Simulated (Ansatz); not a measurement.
## diamond against fcc along group 13

Computed with DFT, LDA (PW92), plane waves (420 eV) with PAW, scalar-relativistic (Ansatz). (PAW data from PBE, frozen cores regenerated.)

Each structure is relaxed within its symmetry, in the lowest magnetic state of the tried starts. Differences under about 8 meV lie within the error of the k-point mesh.

```csv
element,E(diamond) − E(fcc) (meV/atom),V(diamond) (Å³/atom),V(fcc) (Å³/atom),state of diamond,state of fcc
B,?,?,?,?,?
Al,806,26.32,15.80,spin not included,spin not included
Ga,284,22.88,17.19,spin not included,spin not included
In,379,33.76,24.57,spin not included,spin not included
Tl,436,38.41,27.12,spin not included,spin not included
```

Question: Fill in the row of B.

Answer: E(diamond) − E(fcc) (meV/atom): -345; V(diamond) (Å³/atom): 8.02; V(fcc) (Å³/atom): 5.70; state of diamond: spin not included; state of fcc: spin not included.
